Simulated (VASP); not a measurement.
Crystal: C.

```xyz
8
Lattice="2.5221 0.0000 0.0000 -1.2611 2.1842 0.0000 0.0000 0.0000 8.2371" Properties=species:S:1:pos:R:3 pbc="T T T"
C     1.2611    0.7281    6.9501
C     0.0000    1.4561    2.8315
C     1.2611    0.7281    5.4056
C     0.0000    1.4561    1.2870
C     0.0000    0.0000    7.4649
C     0.0000    0.0000    3.3463
C     0.0000    0.0000    4.8908
C     0.0000    0.0000    0.7722
```

This is a hexagonal form of diamond, not graphite.

* Program: VASP 6.6.1
* Task: relaxation of cell and atoms
* Functional: PBE
* Potentials or basis: VASP PAW PBE potentials, release 64 (C_h)
* Cutoff: 980 eV
* k mesh: 12 × 12 × 4
* Occupations: fermi-dirac, width 0.05 eV
* Spin: no spin polarisation

At the start: pressure 2.2 GPa; volume 5.67 Å³/atom.

Q: How do energy, volume and symmetry change on relaxing?

A: Over 6 steps the energy falls by 2.6 meV/atom and the volume is 5.70 Å³/atom (+0.5 %); space group P6_3/mmc (No. 194, to 0.05 Å).

The path:
```
step  energy change (eV)  largest force (eV/Å)  pressure (GPa)  volume (Å³)
   1              0.0000                0.3283            2.17        45.38
   2              0.0125                0.4650           -2.43        45.88
   3             -0.0204                0.0401           -0.01        45.59
   4             -0.0204                0.0338            0.03        45.59
   5             -0.0204                0.0360           -0.03        45.59
   6             -0.0205                0.0035            0.00        45.59
```

Final structure:
```cif
data_structure
_symmetry_space_group_name_H-M 'P 1'
_symmetry_Int_Tables_number 1
_cell_length_a 2.5179
_cell_length_b 2.5179
_cell_length_c 8.3035
_cell_angle_alpha 90.000
_cell_angle_beta 90.000
_cell_angle_gamma 120.000
_cell_volume 45.59
loop_
_atom_site_label
_atom_site_type_symbol
_atom_site_fract_x
_atom_site_fract_y
_atom_site_fract_z
_atom_site_occupancy
C1 C 0.66667 0.33333 0.84447 1
C2 C 0.33333 0.66667 0.34447 1
C3 C 0.66667 0.33333 0.65553 1
C4 C 0.33333 0.66667 0.15553 1
C5 C 0.00000 0.00000 0.90702 1
C6 C 0.00000 0.00000 0.40702 1
C7 C 0.00000 0.00000 0.59298 1
C8 C 0.00000 0.00000 0.09298 1
```
